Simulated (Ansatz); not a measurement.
# TiTe2 monolayer (1T): modes against uniaxial strain along a, the zigzag direction, with the width clamped

Wanted: the shifts of the zone-centre modes of TiTe2 monolayer (1T) with strain.

Method: DFT PBE, scalar-relativistic, plane waves, PAW; PAW set soft_1, in Ansatz 0.2.0.

Report form: the programs' logs are mostly left out.

## 1. Starting point

The cell holds 3 atoms: 1 Ti and 2 Te. Its edges and angles: a = 3.730 Å, b = 3.730 Å, c = 30.424 Å, α = 90.0°, β = 90.0°, γ = 120.0°. Vacuum lies along c. The height across the vacuum is the one that the program set for its solve, not the one typed.

## 2. A rough relaxation first

A rough relaxation comes first, because large forces or stress need no tight tolerances yet. The program lengthens the typed cell of 20.0 Å along the normal to 30.4 Å, as its cut-off of the electrostatics needs, and moves no atom.

Contents of input.yaml:

```yaml
crystal:
  lattice:
    - [3.73, 0.0, 0.0]
    - [-1.865, 3.23027, 0.0]
    - [0.0, 0.0, 20.0]
  atoms:
    - { symbol: Ti, position: [0.0, 0.0, 0.5] }
    - { symbol: Te, position: [0.333333, 0.666667, 0.5828] }
    - { symbol: Te, position: [0.666667, 0.333333, 0.4172] }
  periodic: [true, true, false]
kpoints:
  mp_grid: { grid: [6, 6, 1] }
hamiltonian:
  xc: pbe
  pseudopotentials: { kind: paw, azcp: { folder: soft_1 } }
scf:
  occupations: { method: gaussian, width: 0.1 }
output:
  forces: true
  stress: true
  eigenvalues: true
relax:
  adjacent_minimum: "off"
  f_tol: 0.05
  max_steps: 80
  cell: { stress_2d_tol: 0.02 }
```

The run is started by

```sh
$ ansatz run input.yaml --threads 8 --pin off --max-ram 16384MiB --backend cpu --events-out ev --progress --plain --runs-dir out
```

It took 3.7 s on 8 threads of AMD EPYC 9B45 (Zen 5), shared host; peak memory 0.84 GiB.

Step by step:

| step | energy less that of the first step (eV) | largest force component (eV/Å) | volume (Å³) |
| --- | --- | --- | --- |
| 1 | 0.0000 | 0.8236 | 366.58 |
| 2 | 0.0149 | 0.7990 | 371.41 |
| 3 | -0.0789 | 0.0952 | 372.84 |
| 4 | -0.0808 | 0.0175 | 374.88 |
| 5 | -0.0810 | 0.0071 | 376.61 |
| 6 | -0.0810 | 0.0001 | 376.67 |
| 7* | -0.0814 | 0.0000 | 376.67 |

Relaxation steps marked * repeat the geometry before them on a plane-wave basis chosen anew for their cell, so energy and pressure can jump there. Relaxation step 2 was tried and not accepted.

Forces are held to the 12 operations that the run works with; a distortion that breaks them can't arise in this run.

| cell as run | before | after | change |
| --- | --- | --- | --- |
| a (Å) | 3.730 | 3.781 | +1.4 % |
| b (Å) | 3.730 | 3.781 | +1.4 % |

The atoms that moved most (Å, along periodic axes as changes of fractional coordinates times the final cell, across vacuum about the mean position):

| atom | dx | dy | dz | length |
| --- | --- | --- | --- | --- |
| Te3 | 0.000 | 0.000 | -0.068 | 0.068 |
| Te2 | 0.000 | 0.000 | 0.068 | 0.068 |

The relaxed structure:

```
Ti Te
1.0
     3.78103    0.00000    0.00000
    -1.89051    3.27447    0.00000
     0.00000    0.00000   30.42400
Ti Te
1 2
Direct
  0.00000 0.00000 0.32869
  0.33333 0.66667 0.38535
  0.66667 0.33333 0.27202
```

Numbers from this step:

```
gap on the k-mesh : 0 eV
area per atom     : 4.127 Å²
```

The relaxation ends with a largest force component of 1.8e-5 eV/Å.

## 3. Relaxation

Harmonic phonons are second derivatives at a point where the forces vanish, and they are wanted at zero stress, so atoms and cell are relaxed first.

Contents of input.yaml:

```yaml
crystal:
  lattice:
    - [3.781027672, 0.0, 0.0]
    - [-1.890513836, 3.2744660164, 0.0]
    - [0.0, 0.0, 30.424]
  atoms:
    - { symbol: Ti, position: [0.0, 0.0, 0.328687878] }
    - { symbol: Te, position: [0.3333333333, 0.6666666667, 0.3853542884] }
    - { symbol: Te, position: [0.6666666667, 0.3333333333, 0.2720214676] }
  periodic: [true, true, false]
kpoints:
  mp_grid: { grid: [12, 12, 1] }
hamiltonian:
  xc: pbe
  pseudopotentials: { kind: paw, azcp: { folder: soft_1 } }
scf:
  occupations: { method: gaussian, width: 0.1 }
output:
  forces: true
  stress: true
  eigenvalues: true
  write_density: true
  write_potential: true
  elf: true
  volumetric_format: npy
relax:
  adjacent_minimum: "off"
  f_tol: 0.005
  max_steps: 80
  cell: { stress_2d_tol: 0.02 }
```

Elapsed: 5.8 s, on 8 threads; peak memory 1.1 GiB.

Step by step:

| step | energy less that of the first step (eV) | largest force component (eV/Å) | volume (Å³) |
| --- | --- | --- | --- |
| 1 | 0.0000 | 0.0528 | 376.67 |
| 2 | -0.0014 | 0.0983 | 372.60 |
| 3 | -0.0025 | 0.0213 | 372.50 |
| 4 | -0.0027 | 0.0005 | 371.57 |
| 5 | -0.0028 | 0.0004 | 371.28 |
| 6* | -0.0025 | 0.0005 | 371.28 |

Relaxation steps marked * repeat the geometry before them on a plane-wave basis chosen anew for their cell, so energy and pressure can jump there.

Forces are held to the 12 operations that the run works with; a distortion that breaks them can't arise in this run.

| cell as run | before | after | change |
| --- | --- | --- | --- |
| a (Å) | 3.781 | 3.754 | -0.7 % |
| b (Å) | 3.781 | 3.754 | -0.7 % |

The atoms that moved most (Å, along periodic axes as changes of fractional coordinates times the final cell, across vacuum about the mean position):

| atom | dx | dy | dz | length |
| --- | --- | --- | --- | --- |
| Te2 | 0.000 | 0.000 | 0.018 | 0.018 |
| Te3 | 0.000 | 0.000 | -0.018 | 0.018 |

Final coordinates:

```xyz
3
Lattice="3.7538 0.0000 0.0000 -1.8769 3.2509 0.0000 0.0000 0.0000 30.4240" Properties=species:S:1:pos:R:3
Ti    0.0000    0.0000   10.0000
Te    0.0000    2.1673   11.7423
Te    1.8769    1.0836    8.2577
```

Numbers from this step:

```
area per atom : 4.068 Å²
```

ELF in the ac plane at fractional y = 0.333, with atoms of Te within 0.2 Å of it. It is the smooth field of the valence electrons, not physical close to the nuclei.

Ten even steps from '0' (0.00) to '9' (0.74), each cell a mean:
```
00000000000000
00000000000000
00000000000000
00000000000000
00000000000000
00000000000000
00000000000000
00000000000000
00000000000000
00000000000000
00000000000000
00000000000000
00000000000000
56765420000013
88888752100147
55555432111234
42113566656666
75247864211357
41013699999998
00000023344321
00000000000000
00000000000000
00000000000000
00000000000000
```
Columns run along a (3.8 Å), rows up along c (30.4 Å). Atoms in or near the plane, at fractional coordinates: Te at (0.67, 0.27).

Valence density in the ac plane at fractional y = 0.333, with atoms of Te within 0.2 Å of it. It is the smooth field of the valence electrons, not physical close to the nuclei.

Values in e/Å³, 24 rows by 14 columns, each cell a mean:
```
 0  0  0  0  0  0  0  0  0  0  0  0  0  0
 0  0  0  0  0  0  0  0  0  0  0  0  0  0
 0  0  0  0  0  0  0  0  0  0  0  0  0  0
 0  0  0  0  0  0  0  0  0  0  0  0  0  0
 0  0  0  0  0  0  0  0  0  0  0  0  0  0
 0  0  0  0  0  0  0  0  0  0  0  0  0  0
 0  0  0  0  0  0  0  0  0  0  0  0  0  0
 0  0  0  0  0  0  0  0  0  0  0  0  0  0
 0  0  0  0  0  0  0  0  0  0  0  0  0  0
 0  0  0  0  0  0  0  0  0  0  0  0  0  0
 0  0  0  0  0  0  0  0  0  0  0  0  0  0
 0  0  0  0  0  0  0  0  0  0  0  0  0  0
 0  0  0  0  0  0  0  0  0  0  0  0  0  0
 0  0  0  0  0  0  0  0  0  0  0  0  0  0
 0  0  0  0  0  0  0  0  0  0  0  0  0  0
 0  0  0  0  0  0  0  0  0  0  0  0  0  0
 0  0  0  0  0  0  0  0  1  1  1  1  0  0
 0  0  0  0  0  0  1  3  7 11  9  4  1  1
 0  0  0  0  0  0  0  0  0  0  0  0  0  0
 0  0  0  0  0  0  0  0  0  0  0  0  0  0
 0  0  0  0  0  0  0  0  0  0  0  0  0  0
 0  0  0  0  0  0  0  0  0  0  0  0  0  0
 0  0  0  0  0  0  0  0  0  0  0  0  0  0
 0  0  0  0  0  0  0  0  0  0  0  0  0  0
```
Columns run along a (3.8 Å), rows up along c (30.4 Å). Atoms in or near the plane, at fractional coordinates: Te at (0.67, 0.27).

Electrostatic potential energy in the ac plane at fractional y = 0.333, with atoms of Te within 0.2 Å of it. With pseudopotentials it is smooth inside the atoms' cores, unlike the true potential.

Ten even steps from '_' (-13 eV) to '@' (0 eV), each cell a mean:
```
@@@@@@@@@@@@@@@@@@@@@@@@@@@@
@@@@@@@@@@@@@@@@@@@@@@@@@@@@
@@@@@@@@@@@@@@@@@@@@@@@@@@@@
@@@@@@@@@@@@@@@@@@@@@@@@@@@@
@@@@@@@@@@@@@@@@@@@@@@@@@@@@
@@@@@@@@@@@@@@@@@@@@@@@@@@@@
@@@@@@@@@@@@@@@@@@@@@@@@@@@@
@@@@@@@@@@@@@@@@@@@@@@@@@@@@
@@@@@@@@@@@@@@@@@@@@@@@@@@@@
@@@@@@@@@@@@@@@@@@@@@@@@@@@@
@@@@@@@@@@@@@@@@@@@@@@@@@@@@
@@@@@@@@@@@@@@@@@@@@@@@@@@@@
@@@@@@@@@@@@@@@@@@@@@@@@@@@@
@@%%%%%%@@@@@@@@@@@@@@@@@@@@
==::....--++##%%@@@@@@%%%%**
==--::--==**##%%%%@@%%%%##**
++======++++==----------====
++##%%%%**::____--**++______
@@@@@@@@@@%%##**++++++****%%
@@@@@@@@@@@@@@@@@@@@@@@@@@@@
@@@@@@@@@@@@@@@@@@@@@@@@@@@@
@@@@@@@@@@@@@@@@@@@@@@@@@@@@
@@@@@@@@@@@@@@@@@@@@@@@@@@@@
@@@@@@@@@@@@@@@@@@@@@@@@@@@@
```
Columns run along a (3.8 Å; values clipped at the 3rd and 97th percentile), rows up along c (30.4 Å). Atoms in or near the plane, at fractional coordinates: Te at (0.67, 0.27).

## 4. Tight relaxation

Phonons need small forces and stress, so the relaxation is finished with tight tolerances on 12×12×1 k points.

input.yaml, the sections that differ from step 3:

```yaml
crystal:
  lattice:
    - [3.7538330906, 0.0, 0.0]
    - [-1.8769165453, 3.2509148181, 0.0]
    - [0.0, 0.0, 30.424]
  atoms:
    - { symbol: Ti, position: [0.0, 0.0, 0.328687878] }
    - { symbol: Te, position: [0.3333333333, 0.6666666667, 0.3859565477] }
    - { symbol: Te, position: [0.6666666667, 0.3333333333, 0.2714192083] }
  periodic: [true, true, false]
scf:
  occupations: { method: methfessel_paxton, width: 0.2 }
relax:
  adjacent_minimum: "off"
  f_tol: 0.001
  max_steps: 60
  cell: { stress_2d_tol: 0.002 }
# kpoints, hamiltonian, output: as in step 3
```

It took 3.7 s on 8 threads; peak memory 1.1 GiB.

Little changed from the start: no atom moved by 0.005 Å and no cell edge by 0.1 %.

ELF in the ac plane at fractional y = 0.333, with atoms of Te within 0.2 Å of it. It is the smooth field of the valence electrons, not physical close to the nuclei.

Values, 24 rows by 14 columns, each cell a mean:
```
0.00 0.00 0.00 0.00 0.00 0.00 0.00 0.00 0.00 0.00 0.00 0.00 0.00 0.00
0.00 0.00 0.00 0.00 0.00 0.00 0.00 0.00 0.00 0.00 0.00 0.00 0.00 0.00
0.00 0.00 0.00 0.00 0.00 0.00 0.00 0.00 0.00 0.00 0.00 0.00 0.00 0.00
0.00 0.00 0.00 0.00 0.00 0.00 0.00 0.00 0.00 0.00 0.00 0.00 0.00 0.00
0.00 0.00 0.00 0.00 0.00 0.00 0.00 0.00 0.00 0.00 0.00 0.00 0.00 0.00
0.00 0.00 0.00 0.00 0.00 0.00 0.00 0.00 0.00 0.00 0.00 0.00 0.00 0.00
0.00 0.00 0.00 0.00 0.00 0.00 0.00 0.00 0.00 0.00 0.00 0.00 0.00 0.00
0.00 0.00 0.00 0.00 0.00 0.00 0.00 0.00 0.00 0.00 0.00 0.00 0.00 0.00
0.00 0.00 0.00 0.00 0.00 0.00 0.00 0.00 0.00 0.00 0.00 0.00 0.00 0.00
0.00 0.00 0.00 0.00 0.00 0.00 0.00 0.00 0.00 0.00 0.00 0.00 0.00 0.00
0.00 0.00 0.00 0.00 0.00 0.00 0.00 0.00 0.00 0.00 0.00 0.00 0.00 0.00
0.00 0.00 0.00 0.00 0.00 0.00 0.00 0.00 0.00 0.00 0.00 0.00 0.00 0.00
0.03 0.05 0.06 0.05 0.04 0.02 0.01 0.00 0.00 0.00 0.00 0.00 0.01 0.01
0.39 0.49 0.53 0.51 0.43 0.30 0.15 0.06 0.02 0.01 0.01 0.03 0.10 0.22
0.63 0.63 0.62 0.63 0.62 0.57 0.40 0.22 0.09 0.05 0.06 0.14 0.33 0.52
0.39 0.41 0.41 0.41 0.39 0.36 0.28 0.20 0.14 0.12 0.12 0.17 0.24 0.33
0.31 0.18 0.11 0.14 0.26 0.41 0.50 0.50 0.46 0.44 0.45 0.49 0.50 0.46
0.59 0.39 0.21 0.30 0.53 0.60 0.49 0.32 0.15 0.10 0.12 0.25 0.43 0.57
0.34 0.12 0.04 0.08 0.25 0.51 0.68 0.73 0.74 0.74 0.74 0.74 0.71 0.61
0.03 0.01 0.00 0.00 0.02 0.06 0.15 0.23 0.29 0.32 0.31 0.26 0.18 0.10
0.00 0.00 0.00 0.00 0.00 0.00 0.00 0.01 0.01 0.01 0.01 0.01 0.00 0.00
0.00 0.00 0.00 0.00 0.00 0.00 0.00 0.00 0.00 0.00 0.00 0.00 0.00 0.00
0.00 0.00 0.00 0.00 0.00 0.00 0.00 0.00 0.00 0.00 0.00 0.00 0.00 0.00
0.00 0.00 0.00 0.00 0.00 0.00 0.00 0.00 0.00 0.00 0.00 0.00 0.00 0.00
```
Columns run along a (3.8 Å), rows up along c (30.4 Å). Atoms in or near the plane, at fractional coordinates: Te at (0.67, 0.27).

Electrostatic potential energy in the ac plane at fractional y = 0.333, with atoms of Te within 0.2 Å of it. With pseudopotentials it is smooth inside the atoms' cores, unlike the true potential.

Values in eV, 24 rows by 14 columns, each cell a mean:
```
  0   0   0   0   0   0   0   0   0   0   0   0   0   0
  0   0   0   0   0   0   0   0   0   0   0   0   0   0
  0   0   0   0   0   0   0   0   0   0   0   0   0   0
  0   0   0   0   0   0   0   0   0   0   0   0   0   0
  0   0   0   0   0   0   0   0   0   0   0   0   0   0
  0   0   0   0   0   0   0   0   0   0   0   0   0   0
  0   0   0   0   0   0   0   0   0   0   0   0   0   0
  0   0   0   0   0   0   0   0   0   0   0   0   0   0
  0   0   0   0   0   0   0   0   0   0   0   0   0   0
  0   0   0   0   0   0   0   0   0   0   0   0   0   0
  0   0   0   0   0   0   0   0   0   0   0   0   0   0
  0   0   0   0   0   0   0   0   0   0   0   0   0   0
  0   0   0   0   0   0   0   0   0   0   0   0   0   0
 -1  -1  -2  -2  -1  -1  -1  -1   0   0   0   0  -1  -1
 -7 -10 -11 -11  -9  -6  -3  -2  -1  -1  -1  -2  -3  -4
 -7  -8  -9  -9  -7  -5  -3  -2  -1  -1  -1  -2  -3  -4
 -6  -7  -8  -7  -6  -6  -7  -8  -9  -9  -9  -8  -8  -7
 -6  -3  -2  -2  -4 -10 -13 -13  -8  -5  -6 -13 -13 -12
 -1  -1  -1  -1  -1  -2  -3  -5  -6  -6  -6  -5  -4  -2
  0   0   0   0   0   0   0   0   0   0   0   0   0   0
  0   0   0   0   0   0   0   0   0   0   0   0   0   0
  0   0   0   0   0   0   0   0   0   0   0   0   0   0
  0   0   0   0   0   0   0   0   0   0   0   0   0   0
  0   0   0   0   0   0   0   0   0   0   0   0   0   0
```
Columns run along a (3.8 Å; values clipped at the 3rd and 97th percentile), rows up along c (30.4 Å). Atoms in or near the plane, at fractional coordinates: Te at (0.67, 0.27).

Valence density in the ac plane at fractional y = 0.333, with atoms of Te within 0.2 Å of it. It is the smooth field of the valence electrons, not physical close to the nuclei.

Ten steps, logarithmic in the rise over the least value, from '_' (0 e/Å³) to '@' (11 e/Å³), each cell a mean:
```
____________________________
____________________________
____________________________
____________________________
____________________________
____________________________
____________________________
____________________________
____________________________
____________________________
____________________________
____________________________
____________________________
____....____________________
::------::::....______....::
::::--::::::................
::::..::::::::--==++==----::
::......::--==##@@@@@@##++--
__________....::::----::....
____________________________
____________________________
____________________________
____________________________
____________________________
```
Columns run along a (3.8 Å), rows up along c (30.4 Å). Atoms in or near the plane, at fractional coordinates: Te at (0.67, 0.27).

The largest force component left is 0.038 meV/Å, within the tolerances set.

## 5. Zone-centre response at rest

The force constants come from the linear response of the density to a displacement.

The modes at rest are the reference of the series.

input.yaml, the sections that differ from step 4:

```yaml
crystal:
  lattice:
    - [3.7539879042, 0.0, 0.0]
    - [-1.8769939521, 3.2510488906, 0.0]
    - [0.0, 0.0, 30.424]
  atoms:
    - { symbol: Ti, position: [0.0, 0.0, 0.328687878] }
    - { symbol: Te, position: [0.3333333333, 0.6666666667, 0.3859427272] }
    - { symbol: Te, position: [0.6666666667, 0.3333333333, 0.2714330288] }
  periodic: [true, true, false]
output:
  eigenvalues: true
phonons:
  method: dfpt
# kpoints, hamiltonian, scf: as in step 4
# relax: removed
```

Run time: 21 s. Hardware: 8 threads; peak memory 2 GiB; 2.4 min of CPU time.

Numbers from this step:

```
sum-rule residual before enforcement                    : 1.14e-4 eV/Å²
point group                                             : -3m
highest optical mode at the zone centre (no LO-TO term) : 261.8 cm⁻¹
lowest optical zone-centre mode                         : 92.21 cm⁻¹
```

Patterns of degenerate modes are one choice out of their space. Modes at Γ, with each element's share of the kinetic energy:

| mode | frequency (cm⁻¹) | symmetry | Ti % | Te % |
| --- | --- | --- | --- | --- |
| 1 | 0.0 | acoustic | 16 | 84 |
| 2 | 0.0 | acoustic | 16 | 84 |
| 3 | 0.0 | acoustic | 16 | 84 |
| 4 | 92.2 | Eg | 0 | 100 |
| 5 | 92.2 | Eg | 0 | 100 |
| 6 | 134.0 | A1g | 0 | 100 |
| 7 | 155.1 | Eu | 84 | 16 |
| 8 | 155.1 | Eu | 84 | 16 |
| 9 | 261.8 | A2u | 84 | 16 |

Displacements in mode 5 (92.2 cm⁻¹), the largest set to 1:
```
Ti1  0.00  0.00  0.00
Te2  0.39  1.00  0.00
Te3 -0.39 -1.00  0.00
```

Displacements in mode 9 (261.8 cm⁻¹), the largest set to 1:
```
Ti1  0.00  0.00  1.00
Te2  0.00  0.00 -0.19
Te3  0.00  0.00 -0.19
```

Before it was imposed, the acoustic sum rule was missed by 1.1e-4 eV/Å². Small misses are needed for a sound result but don't prove that mesh and cutoff are converged. The lowest optical mode is real, 92.2 cm⁻¹.

## 6. A member of the series: uniaxial strain of +5 % along a, the zigzag direction, with the width clamped

The cell takes a uniaxial strain of +5 % along a, the zigzag direction, with the width clamped. The cell is held, and the atoms relax in it.

input.yaml, the sections that differ from step 5:

```yaml
crystal:
  lattice:
    - [3.9416872993, 0.0, 0.0]
    - [-1.9708436496, 3.2510488906, 0.0]
    - [0.0, 0.0, 30.424]
  atoms:
    - { symbol: Ti, position: [0.0, 0.0, 0.328687878] }
    - { symbol: Te, position: [0.3364915243, 0.6729830486, 0.3848587851] }
    - { symbol: Te, position: [0.6635084757, 0.3270169514, 0.2725169709] }
  periodic: [true, true, false]
output:
  forces: true
  stress: true
  eigenvalues: true
relax:
  adjacent_minimum: "off"
  f_tol: 0.001
  max_steps: 60
# kpoints, hamiltonian, scf: as in step 5
# phonons: removed
```

Wall time 5.5 s (8 threads); peak memory 1.2 GiB; 39 s of CPU time.

Step by step:

| step | energy less that of the first step (eV) | largest force component (eV/Å) |
| --- | --- | --- |
| 1 | 0.0000 | 0.0634 |
| 2 | 0.0005 | 0.0941 |
| 3 | -0.0006 | 0.0030 |
| 4 | -0.0006 | 0.0005 |

Relaxation step 2 was tried and not accepted.

Forces are held to the 4 operations that the run works with; a distortion that breaks them can't arise in this run.

The relaxed structure:

```
Ti Te
1.0
     3.94169    0.00000    0.00000
    -1.97084    3.25105    0.00000
     0.00000    0.00000   30.42400
Ti Te
1 2
Cartesian
  0.0000 0.0000 10.0000
  0.0000 2.1926 11.7008
  1.9708 1.0584 8.2992
```

This step gave:

```yaml
area_per_atom: 4.272 Å²
```

The largest force component left is 0.52 meV/Å.

## 7. Zone-centre modes of the member: uniaxial strain of +5 % along a, the zigzag direction, with the width clamped

The zone-centre modes follow for uniaxial strain of +5 % along a, the zigzag direction, with the width clamped.

input.yaml, the sections that differ from step 6:

```yaml
crystal:
  lattice:
    - [3.9416872993, 0.0, 0.0]
    - [-1.9708436496, 3.2510488906, 0.0]
    - [0.0, 0.0, 30.424]
  atoms:
    - { symbol: Ti, position: [0.0, 0.0, 0.328687878] }
    - { symbol: Te, position: [0.337220131, 0.674440262, 0.3845896487] }
    - { symbol: Te, position: [0.662779869, 0.325559738, 0.2727861073] }
  periodic: [true, true, false]
output:
  eigenvalues: true
phonons:
  method: dfpt
# kpoints, hamiltonian, scf: as in step 6
# relax: removed
```

Wall time 28 s (8 threads); peak memory 2.1 GiB.

This step gave:

```yaml
sum_rule_residual_before_enforcement: 2.12e-4 eV/Å²
point_group: 2/m
highest_optical_mode_at_the_zone_centre_no_lo_to_term: 245.9 cm⁻¹
lowest_optical_zone_centre_mode: 91.43 cm⁻¹
```

Patterns of degenerate modes are one choice out of their space. The modes at Γ (shares of kinetic energy by element, %):

| mode | frequency (cm⁻¹) | symmetry | Ti % | Te % |
| --- | --- | --- | --- | --- |
| 1 | 0.0 | acoustic | 16 | 84 |
| 2 | 0.0 | acoustic | 16 | 84 |
| 3 | 0.0 | acoustic | 16 | 84 |
| 4 | 91.4 | Bg | 0 | 100 |
| 5 | 92.9 | Ag | 0 | 100 |
| 6 | 130.5 | Ag | 0 | 100 |
| 7 | 131.4 | Bu | 84 | 16 |
| 8 | 139.7 | Au | 84 | 16 |
| 9 | 245.9 | Bu | 84 | 16 |

The lowest optical mode is real, 91.4 cm⁻¹, and the highest lies at 245.9 cm⁻¹.

Between step 5 and this run (strain 5 %) the value for the highest optical mode at the zone centre (no LO-TO term) moves from 262 cm⁻¹ to 246 cm⁻¹ (-6 %).

(Part 1 of 2 ends here.)

[Logs are printed without paths, hosts, clocks, repeated set-up lines and the standing remarks that a program may print on its own settings, such as how far it seeks lower states.]

[Hosts, paths, dates, database ids (printed as entryN), source tags and the programs' standing remarks are cut or masked in the printed files.]
